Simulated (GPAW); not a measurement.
# Si2Ni (Fm-3m) in GPAW: single point with LDA

Aim: the single point of Si2Ni with LDA.

Program: GPAW 26.7.0. These are calculated values, not measurements. Logs are shortened: lines on timing, memory, paths and dates and some standing lists are left out, and cuts for length are marked. The log counts tension as positive stress, the text compression.

## (1) The crystal as given

Symmetry: Fm-3m, No. 225, cubic system. Conventional cell: a = 5.406 Å, b = 5.406 Å, c = 5.406 Å, α = 90.00°, β = 90.00°, γ = 90.00°. Ni (site symmetry m-3m) has 8 Si at 2.34 Å as nearest neighbours. Around Si (site symmetry -43m) lie 4 Ni at 2.34 Å.

## (2) Single point, LDA, collinear spin, ferromagnetic start

Input file run.py:

```python
from ase.dft.bandgap import bandgap
from ase.io import read, write
from ase.units import GPa
from gpaw import GPAW, PW

atoms = read('Si2Ni.xyz')
atoms.set_initial_magnetic_moments([2.0, 0.0, 0.0])

calc = GPAW(mode=PW(450),
            xc='LDA',
            kpts={'size': (7, 7, 7), 'gamma': True},
            occupations={'name': 'fermi-dirac', 'width': 0.05},
            setups={'Ni': '10'},
            nbands=-12,
            maxiter=120,
            txt='gpaw.txt')
atoms.calc = calc
energy = atoms.get_potential_energy()
forces = atoms.get_forces()
stress = atoms.get_stress()
calc.write('gs.gpw')
write('result.traj', atoms)
print(f'Energy: {energy:.6f} eV')
print('Forces (eV/A):')
print(forces.round(4))
print('Stress (GPa):', (stress / GPa).round(3))
print('Moments:', calc.get_magnetic_moments().round(3))
print('Fermi level:', round(calc.get_fermi_level(), 4), 'eV')
print(f'Gap: {bandgap(calc)[0]:.4f} eV, direct: {bandgap(calc, direct=True)[0]:.4f} eV')
```

Input file Si2Ni.xyz:

```xyz
3
Lattice="0.0000000000 2.7030000000 2.7030000000 2.7030000000 0.0000000000 2.7030000000 2.7030000000 2.7030000000 0.0000000000" Properties=species:S:1:pos:R:3 pbc="T T T"
Ni     0.0000000000      0.0000000000      0.0000000000
Si     4.0545000000      4.0545000000      4.0545000000
Si     1.3515000000      1.3515000000      1.3515000000
```

Potentials or basis: the program's PAW data sets (release 1.2.1) made for this functional, other valence, pw.

Command:

```
> OMP_NUM_THREADS=1 python run.py
```

gpaw.txt:

```text
__  _  _
 | _ |_)|_||  |
 |__||  | ||/\| - 26.7.0

Input parameters:
  mode=PW(ecut=450.00000000000006),
  kpts=MonkhorstPack(size=(7, 7, 7), gamma=True),
  maxiter=120,
  nbands=-12,
  occupations=Occupations(name='fermi-dirac', width=0.05),
  setups={'Ni': '10'},
  xc=XC(name='LDA')

Diagonalizing LCAO Hamiltonian
Converting LCAO to pw mode

                    Si

           Si

       Ni

Atoms  # Å, Bohr magnetons
|   | symbol |        x |        y |        z |    initial magnetic moments |
|---|--------|----------|----------|----------|-----------------------------|
| 0 |     Ni | 0.000000 | 0.000000 | 0.000000 | ( 0.0000,  0.0000,  2.0000) |
| 1 |     Si | 4.054500 | 4.054500 | 4.054500 | ( 0.0000,  0.0000,  0.0000) |
| 2 |     Si | 1.351500 | 1.351500 | 1.351500 | ( 0.0000,  0.0000,  0.0000) |

Unit cell  # Å
| periodic |        x |        y |        z |  lengths |    angles |
|----------|----------|----------|----------|----------|-----------|
|      yes | 0.000000 | 2.703000 | 2.703000 | 3.822619 | 60.000000 |
|      yes | 2.703000 | 0.000000 | 2.703000 | 3.822619 | 60.000000 |
|      yes | 2.703000 | 2.703000 | 0.000000 | 3.822619 | 60.000000 |

Number of symmetries: 48
Symmetry operations  # r_c * U_cc + t_c -> r_c
|    | kind |            matrix            |
|----|------|------------------------------|
|  0 |  σ   |  1, 0, 0,  1, 0,-1,  1,-1, 0 |
|  1 |  C2  |  1, 0, 0,  1,-1, 0,  1, 0,-1 |
|  2 |  E   |  1, 0, 0,  0, 1, 0,  0, 0, 1 |
|  3 |  σ   |  1, 0, 0,  0, 0, 1,  0, 1, 0 |
|  4 |  C4  |  1, 0,-1,  1, 0, 0,  1,-1, 0 |
|  5 |  S6  |  1, 0,-1,  1,-1, 0,  1, 0, 0 |
|  6 |  σ   |  1, 0,-1,  0, 1,-1,  0, 0,-1 |
|  7 |  C3  |  1, 0,-1,  0, 0,-1,  0, 1,-1 |
|  8 |  S6  |  1,-1, 0,  1, 0, 0,  1, 0,-1 |
|  9 |  C4  |  1,-1, 0,  1, 0,-1,  1, 0, 0 |
| 10 |  C3  |  1,-1, 0,  0,-1, 1,  0,-1, 0 |
| 11 |  σ   |  1,-1, 0,  0,-1, 0,  0,-1, 1 |
| 12 |  σ   |  0, 1, 0,  1, 0, 0,  0, 0, 1 |
| 13 |  C4  |  0, 1, 0,  0, 1,-1, -1, 1, 0 |
| 14 |  C3  |  0, 1, 0,  0, 0, 1,  1, 0, 0 |
| 15 |  S6  |  0, 1, 0, -1, 1, 0,  0, 1,-1 |
| 16 |  C2  |  0, 1,-1,  1, 0,-1,  0, 0,-1 |
| 17 |  σ   |  0, 1,-1,  0, 1, 0, -1, 1, 0 |
| 18 |  S4  |  0, 1,-1,  0, 0,-1,  1, 0,-1 |
| 19 |  C4  |  0, 1,-1, -1, 1, 0,  0, 1, 0 |
| 20 |  C3  |  0, 0, 1,  1, 0, 0,  0, 1, 0 |
| 21 |  σ   |  0, 0, 1,  0, 1, 0,  1, 0, 0 |
| 22 |  S6  |  0, 0, 1,  0,-1, 1, -1, 0, 1 |
| 23 |  C4  |  0, 0, 1, -1, 0, 1,  0,-1, 1 |
| 24 |  S4  |  0, 0,-1,  1, 0,-1,  0, 1,-1 |
| 25 |  C3  |  0, 0,-1,  0, 1,-1,  1, 0,-1 |
| 26 |  C2  |  0, 0,-1,  0,-1, 0, -1, 0, 0 |
| 27 |  S6  |  0, 0,-1, -1, 0, 0,  0,-1, 0 |
| 28 |  S4  |  0,-1, 1,  1,-1, 0,  0,-1, 0 |
| 29 |  C4  |  0,-1, 1,  0, 0, 1, -1, 0, 1 |
| 30 |  C2  |  0,-1, 1,  0,-1, 0,  1,-1, 0 |
| 31 |  σ   |  0,-1, 1, -1, 0, 1,  0, 0, 1 |
| 32 |  C3  |  0,-1, 0,  1,-1, 0,  0,-1, 1 |
| 33 |  S6  |  0,-1, 0,  0, 0,-1, -1, 0, 0 |
| 34 |  S4  |  0,-1, 0,  0,-1, 1,  1,-1, 0 |
| 35 |  C2  |  0,-1, 0, -1, 0, 0,  0, 0,-1 |
| 36 |  C2  | -1, 1, 0,  0, 1, 0,  0, 1,-1 |
| 37 |  S6  | -1, 1, 0,  0, 1,-1,  0, 1, 0 |
| 38 |  S4  | -1, 1, 0, -1, 0, 1, -1, 0, 0 |
| 39 |  C3  | -1, 1, 0, -1, 0, 0, -1, 0, 1 |
| 40 |  S6  | -1, 0, 1,  0, 0, 1,  0,-1, 1 |
| 41 |  C2  | -1, 0, 1,  0,-1, 1,  0, 0, 1 |
| 42 |  C3  | -1, 0, 1, -1, 1, 0, -1, 0, 0 |
| 43 |  S4  | -1, 0, 1, -1, 0, 0, -1, 1, 0 |
| 44 |  C2  | -1, 0, 0,  0, 0,-1,  0,-1, 0 |
| 45 |  i   | -1, 0, 0,  0,-1, 0,  0, 0,-1 |
| 46 |  σ   | -1, 0, 0, -1, 1, 0, -1, 0, 1 |
| 47 |  C2  | -1, 0, 0, -1, 0, 1, -1, 1, 0 |

BZ-sampling:
  Number of BZ points: 343
  Number of IBZ points: 20

  Monkhorst-Pack size: [7, 7, 7]
  Monkhorst-Pack shift: [0, 0, 0]

K-points  # in reciprocal-cell coordinates
|     |                                coordinates |     weight |
|-----|--------------------------------------------|------------|
|   0 | (  0.00000000,   0.00000000,   0.00000000) | 0.00291545 |
|   1 | (  0.14285714,   0.14285714,   0.00000000) | 0.01749271 |
|   2 | (  0.14285714,   0.14285714,   0.14285714) | 0.02332362 |
|   3 | (  0.28571429,   0.14285714,   0.14285714) | 0.03498542 |
|   4 | (  0.28571429,   0.28571429,   0.00000000) | 0.01749271 |
|   5 | (  0.28571429,   0.28571429,   0.14285714) | 0.06997085 |
|   6 | (  0.28571429,   0.28571429,   0.28571429) | 0.02332362 |
|   7 | (  0.42857143,  -0.28571429,  -0.28571429) | 0.03498542 |
|   8 | (  0.42857143,   0.28571429,  -0.42857143) | 0.13994169 |
|   9 | (  0.42857143,   0.28571429,  -0.28571429) | 0.06997085 |
| ... |                                            |            |
|  19 | (  0.42857143,   0.42857143,   0.42857143) | 0.02332362 |

Plane wave coefficients: 881
Cutoff: 450.00000000000006 eV

Spin-components: 2 (collinear spins)
Bands:           22
Projectors:      16
Spin-degeneracy: 1
Datatype:        complex128

Parallelization:
  kpt:    1
  domain: 1
  band:   1

Density:
  Valence electrons: 18.0
  Components: 2
  Grid points: [20 20 20]
  Charge: 0.0  # |e|

Potential:
  Grid points: [20 20 20]

species:
  Ni:
    name:    Nickel
    Z:       28.0
    valence: 10
    core:    18
    charge:  0.0  # [|e|]
    compensation charges:
      type: gauss
      rc: 0.30  # [Å]
      lmax: 2
    cutoffs:
      filter: 1.77  # [Å]
      core: 2.43  # [Å]
    projectors
    | kind |    occ | energy [eV] | rcut [Å] |
    |------|--------|-------------|----------|
    |   4s |  2.000 |      -5.858 |    0.953 |
    |   4p |  0.000 |      -1.338 |    1.005 |
    |   3d |  8.000 |      -9.141 |    0.953 |
    |    s |        |      21.353 |    0.953 |
    |    p |        |      25.873 |    1.005 |
    |    d |        |      18.071 |    0.953 |

    Using partial waves for Ni as LCAO basis

  Si:
    name:    Silicon
    Z:       14.0
    valence: 4
    core:    10
    charge:  0.0  # [|e|]
    compensation charges:
      type: gauss
      rc: 0.33  # [Å]
      lmax: 2
    cutoffs:
      filter: 1.86  # [Å]
      core: 2.06  # [Å]
    projectors
    | kind |    occ | energy [eV] | rcut [Å] |
    |------|--------|-------------|----------|
    |   3s |  2.000 |     -10.878 |    1.058 |
    |   3p |  2.000 |      -4.162 |    1.058 |
    |    s |        |      16.334 |    1.058 |
    |    p |        |      23.049 |    1.058 |
    |    d |        |       0.000 |    1.058 |

    Using partial waves for Si as LCAO basis

Reference energy: -57018.022235  # eV

eigensolver:
  PPCG
  Converge bands: occupied
  niter=2

density mixing:
  MSR1-Mixer
  Pratt-step length: 0.05
  Maximum mixing coefficient: 0.75
  Old densities: 10
  SVD Regularization: 0.005
  Good broyden scale: 1.0
  Trust region scale: 1.0
  Backstep threshold: 4.0
  History deletion threshold: 6.0
  Fourier metric: weight=20.0, sigma=0.015

occupation numbers:
  Fermi-Dirac:
    width: 0.0500  # eV

poisson solver:
  ecut: 3600.0000000000005  # eV

xc functional:
  name: None

convergence criteria:
- Maximum [total energy] change in last 3 cyles: 0.0005 eV / valence electron
- Maximum integral of absolute [dens]ity change: 0.0001 electrons / valence electron
- Maximum integral of absolute [eigenst]ate change: 4e-08 eV^2 / valence electron
maximum number of iterations: 120

SCF iterations
|iter     | |      energy | eigst |  dens |  magmom |
|---------|-|-------------|-------|-------|---------|
|iter:   1| |  -21.116095 | +0.57 |       |  +2.0039|
|iter:   2| |  -20.964358 | -1.67 | -0.68 |  +1.9125|
|iter:   3| |  -21.198683 | -1.96 | -0.72 |  +1.0421|
|iter:   4| |  -21.110550 | -1.69 | -0.97 |  +0.1774|
|iter:   5| |  -21.126498 | -3.18 | -1.59 |  +0.0619|
|iter:   6| |  -21.128113 | -3.20 | -1.75 |  -0.0053|
|iter:   7| |  -21.128425c| -4.52 | -2.34 |  -0.0056|
|iter:   8| |  -21.128485c| -5.32 | -2.76 |  +0.0005|
|iter:   9| |  -21.128486c| -7.09 | -3.64 |  +0.0005|
|iter:  10| |  -21.128486c| -8.01c| -4.11c|  +0.0002|

Converged in 10 steps
Energy contributions relative to reference atoms: (reference = -57018.022235)

Energy contributions:
  Kinetic:          20.748043
  Coulomb:         -15.357199
  Zero:              0.311714
  External:          0.000000
  Xc:              -26.827568
  Entropy:          -0.006952
  Spinorbit:         0.000000
  ----------------------------
  Free energy:     -21.131962
  Extrapolated:    -21.128486

dipole moment: (-15.820063, -15.820063, -15.820063)  # |e|*Ang

Total magnetic moment: (0.000000, 0.000000, 0.000197)

Local magnetic moments
|        x |        y |        z |
|----------|----------|----------|
| 0.000000 | 0.000000 | 0.000005 |  # Ni   0
| 0.000000 | 0.000000 | 0.000074 |  # Si   1
| 0.000000 | 0.000000 | 0.000074 |  # Si   2

Fermi level: 9.868
Eigenvalues  # (at kpt = [0.000, 0.000, 0.000])
| band index |      eig [eV] | occ [0-1] |      eig [eV] | occ [0-1] |
|------------|---------------|-----------|---------------|-----------|
|          0 |        -3.918 |     1.000 |        -3.918 |     1.000 |
|          1 |         4.689 |     1.000 |         4.689 |     1.000 |
|          2 |         4.689 |     1.000 |         4.689 |     1.000 |
|          3 |         4.689 |     1.000 |         4.689 |     1.000 |
|          4 |         6.397 |     1.000 |         6.397 |     1.000 |
|          5 |         6.397 |     1.000 |         6.397 |     1.000 |
|          6 |         9.534 |     0.999 |         9.534 |     0.999 |
|          7 |        11.670 |     0.000 |        11.670 |     0.000 |
|          8 |        11.670 |     0.000 |        11.670 |     0.000 |
|          9 |        11.670 |     0.000 |        11.670 |     0.000 |
|         10 |        12.169 |     0.000 |        12.169 |     0.000 |
|         11 |        12.169 |     0.000 |        12.169 |     0.000 |
|         12 |        12.169 |     0.000 |        12.169 |     0.000 |
|         13 |        14.631 |     0.000 |        14.631 |     0.000 |
|         14 |        14.631 |     0.000 |        14.631 |     0.000 |
|        ... |               |           |               |           |
|         21 |        28.601 |     0.000 |        28.601 |     0.000 |

No gap
No difference between direct/indirect transitions

Forces  # eV/Ang
|        x |        y |        z |
|----------|----------|----------|
| -0.00000 |  0.00000 |  0.00000 |  # Ni   0
|  0.00000 | -0.00000 | -0.00000 |  # Si   1
|  0.00000 |  0.00000 |  0.00000 |  # Si   2

Stress tensor  # eV/Ang^3
|        x |         y |         z |
|----------|-----------|-----------|
| 0.051736 |  0.000000 |  0.000000 |
| 0.000000 |  0.051736 | -0.000000 |
| 0.000000 | -0.000000 |  0.051736 |

# Writing to gs.gpw (mode='')
```

Wall time 17 s (1 thread of Arm Neoverse V1, shared host); peak memory 0.14 GiB.

Results:

- Free energy: -21.1320 eV
- Pressure: -8.3 GPa
- Band gap on the k mesh: none (metal or under the smearing width)
- Net moment: 0.00 μB per cell

Caveat: the cutoff is short for stress and forces, so pressures can be off by a GPa or more; the starting moments collapsed, and a magnetic state may lie lower.
